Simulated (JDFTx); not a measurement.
# Sc (I4/mmm) in JDFTx: equation of state

Aim: energy against volume of Sc in PBE, for its equilibrium volume and stiffness.

All numbers are computed with JDFTx 1.7.0 (patched build); they aren't measurements. Logs are shortened: lines on timing, memory, paths and dates and some standing lists are left out, and cuts for length are marked. The log counts tension as positive stress, the text compression.

**1. Starting point**

Symmetry: I4/mmm, No. 139, tetragonal system. The conventional cell has a = 3.834 Å, b = 3.834 Å, c = 3.435 Å, α = 90.00°, β = 90.00°, γ = 90.00°. Sc (site symmetry 4/mmm) is surrounded by 10 Sc at 3.21 to 3.44 Å.

This isn't the form of Sc at room conditions, which is hcp.

**2. Equation of state, PBE, 23.74 Å³/atom (volume scaled by 0.94)**

Sc.in

```
lattice \
   -3.5490339017     3.5490339017     3.5490339017 \
    3.5490339017    -3.5490339017     3.5490339017 \
    3.1795398676     3.1795398676    -3.1795398676
coords-type Lattice
ion Sc     0.0000000000     0.0000000000     0.0000000000 1

ion-species pseudo/Sc.upf
elec-cutoff 39
elec-ex-corr gga-PBE
kpoint-folding 10 10 10
elec-smearing Fermi 0.0018374661
elec-n-bands 11
electronic-SCF nIterations 100 energyDiffThreshold 1e-08
electronic-minimize nIterations 30 energyDiffThreshold 1e-7
forces-output-coords Cartesian

dump-name run.$VAR
dump End Ecomponents EigStats BandEigs Kpoints Forces Stress ElecDensity Dtot KEdensity
```

Potentials or basis: PseudoDojo-SR-PBE-0.5-standard.

Run with:

```
> jdftx -c 1 -i Sc.in -o Sc.out
```

Log:

```text
*************** JDFTx 1.7.0 (patched build) ***************

Input parsed successfully to the following command list (including defaults):
[... the input with its defaults ...]

---------- Setting up symmetries ----------

Found 16 point-group symmetries of the bravais lattice
Found 16 space-group symmetries with basis
Applied RMS atom displacement 0 bohrs to make symmetries exact.

---------- Initializing the Grid ----------
R =
[     -3.54903      3.54903      3.54903  ]
[      3.54903     -3.54903      3.54903  ]
[      3.17954      3.17954     -3.17954  ]
unit cell volume = 160.193
G =
[ 4.20512e-18   0.885197   0.988065  ]
[   0.885197 4.20512e-18   0.988065  ]
[   0.885197   0.885197 -2.45527e-17  ]
Minimum fftbox size, Smin = [  36  36  36  ]
Chosen fftbox size, S = [  36  36  36  ]

---------- Exchange Correlation functional ----------
Initalized PBE GGA exchange.
Initalized PBE GGA correlation.

---------- Setting up pseudopotentials ----------
Width of ionic core gaussian charges (only for fluid interactions / plotting) set to 0

Reading pseudopotential file 'pseudo/Sc.upf':
  'Sc' pseudopotential, 'PBE' functional
  Generated using ONCVPSP code by D. R. Hamann
  11 valence electrons, 4 orbitals, 6 projectors, 1001 radial grid points, with lMax = 2
    3S    l: 0   occupation:  2.0   eigenvalue: -2.022648
    3P    l: 1   occupation:  6.0   eigenvalue: -1.235680
    3D    l: 2   occupation:  1.0   eigenvalue: -0.118824
    4S    l: 0   occupation:  2.0   eigenvalue: -0.153727
  Core radius for overlap checks: 1.60 bohrs.

Initialized 1 species with 1 total atoms.

Folded 1 k-points by 10x10x10 to 1000 k-points.

---------- Setting up k-points, bands, fillings ----------
Reduced to 102 k-points under symmetry.
Computing the number of bands and number of electrons
Calculating initial fillings.
nElectrons:  11.000000   nBands: 11   nStates: 102

----- Setting up reduced wavefunction bases (one per k-point) -----
average nbasis = 1863.797 , ideal nbasis = 1863.526

---------- Setting up ewald sum ----------
Optimum gaussian width for ewald sums = 2.136852 bohr.
Real space sum over 2197 unit cells with max indices [  6  6  6  ]
Reciprocal space sum over 2197 terms with max indices [  6  6  6  ]

---------- Allocating electronic variables ----------
Initializing wave functions:  linear combination of atomic orbitals
Note: number of bands (11) exceeds available atomic orbitals (10)
Sc pseudo-atom occupations:   s ( 2 2 )  p ( 6 )  d ( 1 )
	FillingsUpdate:  mu: +0.407650633  nElectrons: 11.000000
LCAOMinimize: Iter:   0  F: -46.7353513504173748  |grad|_K:  4.732e-04  alpha:  1.000e+00
	FillingsUpdate:  mu: +0.401381145  nElectrons: 11.000000
LCAOMinimize: Iter:   1  F: -46.7363277676080884  |grad|_K:  5.835e-06  alpha:  7.140e-01  linmin: -2.306e-02  cgtest:  2.822e-01
LCAOMinimize: Encountered beta<0, resetting CG.
	FillingsUpdate:  mu: +0.401357463  nElectrons: 11.000000
LCAOMinimize: Iter:   2  F: -46.7363279721990779  |grad|_K:  7.602e-07  alpha:  9.737e-01  linmin: -4.440e-04  cgtest:  1.622e-03
	FillingsUpdate:  mu: +0.401364198  nElectrons: 11.000000
LCAOMinimize: Iter:   3  F: -46.7363279750783036  |grad|_K:  4.299e-08  alpha:  8.074e-01  linmin:  1.217e-03  cgtest: -1.153e-02
LCAOMinimize: Converged (|Delta F|<1.000000e-06 for 2 iters).

-------- Electronic minimization -----------
Will mix electronic density at each iteration.
	FillingsUpdate:  mu: +0.401364198  nElectrons: 11.000000
	FillingsUpdate:  mu: +0.378999431  nElectrons: 11.000000
SCF: Cycle:  0   F: -46.760208927466294   dF: -2.388e-02   |Residual|: 9.099e-02   |deigs|: 5.557e-02
	FillingsUpdate:  mu: +0.365647283  nElectrons: 11.000000
SCF: Cycle:  1   F: -46.769543423704512   dF: -9.334e-03   |Residual|: 2.861e-02   |deigs|: 3.013e-02
	FillingsUpdate:  mu: +0.359620968  nElectrons: 11.000000
SCF: Cycle:  2   F: -46.770714782821891   dF: -1.171e-03   |Residual|: 1.071e-02   |deigs|: 1.288e-02
	FillingsUpdate:  mu: +0.361362676  nElectrons: 11.000000
SCF: Cycle:  3   F: -46.770677285529885   dF: +3.750e-05   |Residual|: 7.282e-03   |deigs|: 4.268e-03
	FillingsUpdate:  mu: +0.360307353  nElectrons: 11.000000
SCF: Cycle:  4   F: -46.770739503167903   dF: -6.222e-05   |Residual|: 1.994e-03   |deigs|: 2.284e-03
	FillingsUpdate:  mu: +0.360063955  nElectrons: 11.000000
SCF: Cycle:  5   F: -46.770745012442845   dF: -5.509e-06   |Residual|: 6.336e-04   |deigs|: 5.683e-04
	FillingsUpdate:  mu: +0.359932112  nElectrons: 11.000000
SCF: Cycle:  6   F: -46.770745500601237   dF: -4.882e-07   |Residual|: 3.451e-04   |deigs|: 2.568e-04
	FillingsUpdate:  mu: +0.359946368  nElectrons: 11.000000
SCF: Cycle:  7   F: -46.770745712405521   dF: -2.118e-07   |Residual|: 3.618e-04   |deigs|: 3.360e-05
	FillingsUpdate:  mu: +0.359978881  nElectrons: 11.000000
SCF: Cycle:  8   F: -46.770745848506728   dF: -1.361e-07   |Residual|: 2.260e-04   |deigs|: 7.068e-05
	FillingsUpdate:  mu: +0.359995183  nElectrons: 11.000000
SCF: Cycle:  9   F: -46.770745891200896   dF: -4.269e-08   |Residual|: 1.423e-04   |deigs|: 3.644e-05
	FillingsUpdate:  mu: +0.360008041  nElectrons: 11.000000
SCF: Cycle: 10   F: -46.770745909976682   dF: -1.878e-08   |Residual|: 6.723e-05   |deigs|: 2.924e-05
	FillingsUpdate:  mu: +0.360019345  nElectrons: 11.000000
SCF: Cycle: 11   F: -46.770745914488401   dF: -4.512e-09   |Residual|: 1.289e-05   |deigs|: 2.664e-05
	FillingsUpdate:  mu: +0.360015333  nElectrons: 11.000000
SCF: Cycle: 12   F: -46.770745914967009   dF: -4.786e-10   |Residual|: 1.015e-05   |deigs|: 1.157e-05
SCF: Converged (|Delta E|<1.000000e-08 for 2 iters).

Setting wave functions to eigenvectors of Hamiltonian

# Stress tensor in Cartesian coordinates [Eh/a0^3]:
[ -7.32162e-05            0            0  ]
[            0 -7.32162e-05            0  ]
[            0            0 -0.000114005  ]

# Ionic positions in lattice coordinates:
ion Sc   0.000000000000000   0.000000000000000   0.000000000000000 1

# Forces in Cartesian coordinates:
force Sc   0.000000000000000   0.000000000000000   0.000000000000000 1

# Energy components:
   Eewald =      -32.1649035477058334
       EH =       10.3298252233799666
     Eloc =      -38.6110496006270694
      Enl =        2.3623625503837737
      Exc =       -8.1004151036289702
 Exc_core =        1.6197838651261227
       KE =       17.7943886871771468
-------------------------------------
     Etot =      -46.7700079258948591
       TS =        0.0007379890721496
-------------------------------------
        F =      -46.7707459149670086

IonicMinimize: Iter:   0  F: -46.770745914967009  |grad|_K:  0.000e+00
IonicMinimize: Converged (|grad|_K<1.000000e-04).

#--- Lowdin population analysis ---
# oxidation-state Sc +0.136

Dumping 'run.eigStats' ...
	eMin: -1.458328 at state 0 ( [ +0.000000 +0.000000 +0.000000 ] spin 0 )
	HOMO: +0.359159 at state 24 ( [ +0.000000 +0.400000 +0.200000 ] spin 0 )
	mu  : +0.360015
	LUMO: +0.360747 at state 19 ( [ +0.000000 +0.300000 +0.200000 ] spin 0 )
	eMax: +0.870079 at state 6 ( [ +0.000000 +0.100000 +0.000000 ] spin 0 )
	HOMO-LUMO gap: +0.001588
	Optical gap  : +0.009679 at state 41 ( [ +0.100000 +0.300000 +0.200000 ] spin 0 )
Done!
```

Run time: 87 s. Hardware: 1 thread of Arm Neoverse V1, shared host; peak memory 0.12 GiB.

What came out:

```yaml
Free_energy: -1272.6968 eV
Pressure: 2.6 GPa
Band_gap_on_the_k_mesh: none (metal or under the smearing width)
```

**3. Equation of state, PBE, 24.24 Å³/atom (volume scaled by 0.96)**

Sc.in, as its differences from that of step 2:

```diff
@@ -1,5 +1,5 @@
 lattice \
-   -3.5490339017     3.5490339017     3.5490339017 \
-    3.5490339017    -3.5490339017     3.5490339017 \
-    3.1795398676     3.1795398676    -3.1795398676
+   -3.5740279217     3.5740279217     3.5740279217 \
+    3.5740279217    -3.5740279217     3.5740279217 \
+    3.2019317312     3.2019317312    -3.2019317312
 coords-type Lattice
```

Potentials or basis: PseudoDojo-SR-PBE-0.5-standard.

Run with:

```
> jdftx -c 1 -i Sc.in -o Sc.out
```

Wall time 1.8 min (1 thread of Arm Neoverse V1, shared host); peak memory 0.13 GiB.

The run converged. Its results:

* Free energy: -1272.7031 eV
* Pressure: 1.3 GPa
* Band gap on the k mesh: none (metal or under the smearing width)

**4. Equation of state, PBE, 24.75 Å³/atom (volume scaled by 0.98)**

Sc.in, as its differences from that of step 3:

```diff
@@ -1,5 +1,5 @@
 lattice \
-   -3.5740279217     3.5740279217     3.5740279217 \
-    3.5740279217    -3.5740279217     3.5740279217 \
-    3.2019317312     3.2019317312    -3.2019317312
+   -3.5986771691     3.5986771691     3.5986771691 \
+    3.5986771691    -3.5986771691     3.5986771691 \
+    3.2240147167     3.2240147167    -3.2240147167
 coords-type Lattice
```

Run with:

```
> jdftx -c 1 -i Sc.in -o Sc.out
```

Run time: 88 s. Hardware: 1 thread of Arm Neoverse V1, shared host; peak memory 0.13 GiB.

Results (log left out):

| Quantity | Value |
| --- | --- |
| Free energy | -1272.7057 eV |
| Pressure | 0.2 GPa |
| Band gap on the k mesh | none (metal or under the smearing width) |

**5. Equation of state, PBE, 25.25 Å³/atom**

Sc.in, as its differences from that of step 4:

```diff
@@ -1,5 +1,5 @@
 lattice \
-   -3.5986771691     3.5986771691     3.5986771691 \
-    3.5986771691    -3.5986771691     3.5986771691 \
-    3.2240147167     3.2240147167    -3.2240147167
+   -3.6229932930     3.6229932930     3.6229932930 \
+    3.6229932930    -3.6229932930     3.6229932930 \
+    3.2457992608     3.2457992608    -3.2457992608
 coords-type Lattice
```

Run with:

```
> jdftx -c 1 -i Sc.in -o Sc.out
```

It took 87 s on 1 thread of Arm Neoverse V1, shared host; peak memory 0.13 GiB.

Results (log left out):

```
Free energy            : -1272.7049 eV
Pressure               : -0.8 GPa
Band gap on the k mesh : none (metal or under the smearing width)
```

**6. Equation of state, PBE, 25.76 Å³/atom (volume scaled by 1.02)**

Sc.in, as its differences from that of step 5:

```diff
@@ -1,5 +1,5 @@
 lattice \
-   -3.6229932930     3.6229932930     3.6229932930 \
-    3.6229932930    -3.6229932930     3.6229932930 \
-    3.2457992608     3.2457992608    -3.2457992608
+   -3.6469873253     3.6469873253     3.6469873253 \
+    3.6469873253    -3.6469873253     3.6469873253 \
+    3.2672952466     3.2672952466    -3.2672952466
 coords-type Lattice
```

Potentials or basis: PseudoDojo-SR-PBE-0.5-standard.

Run with:

```
> jdftx -c 1 -i Sc.in -o Sc.out
```

Wall time 88 s (1 thread of Arm Neoverse V1, shared host); peak memory 0.13 GiB.

Results (log left out):

- Free energy: -1272.7010 eV
- Pressure: -1.7 GPa
- Band gap on the k mesh: none (metal or under the smearing width)

**7. Equation of state, PBE, 26.26 Å³/atom (volume scaled by 1.04)**

Sc.in, as its differences from that of step 6:

```diff
@@ -1,5 +1,5 @@
 lattice \
-   -3.6469873253     3.6469873253     3.6469873253 \
-    3.6469873253    -3.6469873253     3.6469873253 \
-    3.2672952466     3.2672952466    -3.2672952466
+   -3.6706697248     3.6706697248     3.6706697248 \
+    3.6706697248    -3.6706697248     3.6706697248 \
+    3.2885120441     3.2885120441    -3.2885120441
 coords-type Lattice
```

Run with:

```
> jdftx -c 1 -i Sc.in -o Sc.out
```

Run time: 88 s. Hardware: 1 thread of Arm Neoverse V1, shared host; peak memory 0.13 GiB.

The run converged. Its results:

| Quantity | Value |
| --- | --- |
| Free energy | -1272.6942 eV |
| Pressure | -2.6 GPa |
| Band gap on the k mesh | none (metal or under the smearing width) |

**8. Equation of state, PBE, 26.77 Å³/atom (volume scaled by 1.06)**

Sc.in, as its differences from that of step 7:

```diff
@@ -1,5 +1,5 @@
 lattice \
-   -3.6706697248     3.6706697248     3.6706697248 \
-    3.6706697248    -3.6706697248     3.6706697248 \
-    3.2885120441     3.2885120441    -3.2885120441
+   -3.6940504170     3.6940504170     3.6940504170 \
+    3.6940504170    -3.6940504170     3.6940504170 \
+    3.3094585453     3.3094585453    -3.3094585453
 coords-type Lattice
```

Potentials or basis: PseudoDojo-SR-PBE-0.5-standard.

Run with:

```
> jdftx -c 1 -i Sc.in -o Sc.out
```

Log:

```text
*************** JDFTx 1.7.0 (patched build) ***************

Input parsed successfully to the following command list (including defaults):
[... the input with its defaults ...]

---------- Setting up symmetries ----------

Found 16 point-group symmetries of the bravais lattice
Found 16 space-group symmetries with basis
Applied RMS atom displacement 0 bohrs to make symmetries exact.

---------- Initializing the Grid ----------
R =
[     -3.69405      3.69405      3.69405  ]
[      3.69405     -3.69405      3.69405  ]
[      3.30946      3.30946     -3.30946  ]
unit cell volume = 180.644
G =
[ 2.73719e-17   0.850447   0.949277  ]
[   0.850447 2.73719e-17   0.949277  ]
[   0.850447   0.850447 6.42518e-18  ]
Minimum fftbox size, Smin = [  36  36  36  ]
Chosen fftbox size, S = [  36  36  36  ]

---------- Exchange Correlation functional ----------
Initalized PBE GGA exchange.
Initalized PBE GGA correlation.

---------- Setting up pseudopotentials ----------
Width of ionic core gaussian charges (only for fluid interactions / plotting) set to 0

Reading pseudopotential file 'pseudo/Sc.upf':
  'Sc' pseudopotential, 'PBE' functional
  Generated using ONCVPSP code by D. R. Hamann
  11 valence electrons, 4 orbitals, 6 projectors, 1001 radial grid points, with lMax = 2
    3S    l: 0   occupation:  2.0   eigenvalue: -2.022648
    3P    l: 1   occupation:  6.0   eigenvalue: -1.235680
    3D    l: 2   occupation:  1.0   eigenvalue: -0.118824
    4S    l: 0   occupation:  2.0   eigenvalue: -0.153727
  Core radius for overlap checks: 1.60 bohrs.
[... 47 lines left out ...]
SCF: Cycle:  5   F: -46.770301520433563   dF: -5.285e-06   |Residual|: 6.831e-04   |deigs|: 5.513e-04
	FillingsUpdate:  mu: +0.309912596  nElectrons: 11.000000
SCF: Cycle:  6   F: -46.770301952149445   dF: -4.317e-07   |Residual|: 4.033e-04   |deigs|: 2.475e-04
	FillingsUpdate:  mu: +0.309937133  nElectrons: 11.000000
SCF: Cycle:  7   F: -46.770302247239783   dF: -2.951e-07   |Residual|: 3.452e-04   |deigs|: 5.996e-05
	FillingsUpdate:  mu: +0.309971137  nElectrons: 11.000000
SCF: Cycle:  8   F: -46.770302408360180   dF: -1.611e-07   |Residual|: 2.046e-04   |deigs|: 7.398e-05
	FillingsUpdate:  mu: +0.309991692  nElectrons: 11.000000
SCF: Cycle:  9   F: -46.770302465627886   dF: -5.727e-08   |Residual|: 1.275e-04   |deigs|: 4.491e-05
	FillingsUpdate:  mu: +0.310005269  nElectrons: 11.000000
SCF: Cycle: 10   F: -46.770302488389625   dF: -2.276e-08   |Residual|: 5.995e-05   |deigs|: 3.225e-05
	FillingsUpdate:  mu: +0.310016635  nElectrons: 11.000000
SCF: Cycle: 11   F: -46.770302498387998   dF: -9.998e-09   |Residual|: 1.442e-05   |deigs|: 2.943e-05
	FillingsUpdate:  mu: +0.310017238  nElectrons: 11.000000
SCF: Cycle: 12   F: -46.770302500916785   dF: -2.529e-09   |Residual|: 1.761e-05   |deigs|: 1.204e-05
SCF: Converged (|Delta E|<1.000000e-08 for 2 iters).

Setting wave functions to eigenvectors of Hamiltonian

# Stress tensor in Cartesian coordinates [Eh/a0^3]:
[  0.000127215            0            0  ]
[            0  0.000127215            0  ]
[            0            0  9.26794e-05  ]

# Ionic positions in lattice coordinates:
ion Sc   0.000000000000000   0.000000000000000   0.000000000000000 1

# Forces in Cartesian coordinates:
force Sc  -0.000000000000000   0.000000000000000   0.000000000000000 1

# Energy components:
   Eewald =      -30.9022130859734041
       EH =       10.9411446190266215
     Eloc =      -40.4187205257634474
      Enl =        2.3738552089486333
      Exc =       -8.0640263465036153
 Exc_core =        1.6197847814648243
       KE =       17.6807130904269201
-------------------------------------
     Etot =      -46.7694622583734656
       TS =        0.0008402425433158
-------------------------------------
        F =      -46.7703025009167845

IonicMinimize: Iter:   0  F: -46.770302500916785  |grad|_K:  0.000e+00
IonicMinimize: Converged (|grad|_K<1.000000e-04).

#--- Lowdin population analysis ---
# oxidation-state Sc +0.172

Dumping 'run.eigStats' ...
	eMin: -1.520066 at state 0 ( [ +0.000000 +0.000000 +0.000000 ] spin 0 )
	HOMO: +0.309916 at state 67 ( [ +0.100000 -0.100000 +0.400000 ] spin 0 )
	mu  : +0.310017
	LUMO: +0.310151 at state 72 ( [ +0.200000 +0.300000 +0.200000 ] spin 0 )
	eMax: +0.792115 at state 6 ( [ +0.000000 +0.100000 +0.000000 ] spin 0 )
	HOMO-LUMO gap: +0.000234
	Optical gap  : +0.005435 at state 41 ( [ +0.100000 +0.300000 +0.200000 ] spin 0 )
Done!
```

Run time: 89 s. Hardware: 1 thread of Arm Neoverse V1, shared host; peak memory 0.13 GiB.

What came out:

```
Free energy            : -1272.6848 eV
Pressure               : -3.4 GPa
Band gap on the k mesh : none (metal or under the smearing width)
```

**9. Equation of state, PBE**

Potentials or basis: PseudoDojo-SR-PBE-0.5-standard.

No new run: the results of the series are fitted here.

Results:

| Property | Result |
| --- | --- |
| Equilibrium volume | 24.88 Å³/atom |
| Bulk modulus at fixed shape and positions | 52 GPa |
| Pressure derivative of the bulk modulus | 3.0 |

Energy against volume, from the lowest point:
```csv
volume (Å³/atom),energy (meV/atom)
23.738,8.84
24.243,2.59
24.748,0.00
25.253,0.79
25.758,4.70
26.264,11.48
26.769,20.91
```

Caveat: the cell was scaled at fixed shape and fractional positions, which overstates the stiffness of a crystal with free parameters, most of all of layers and chains.
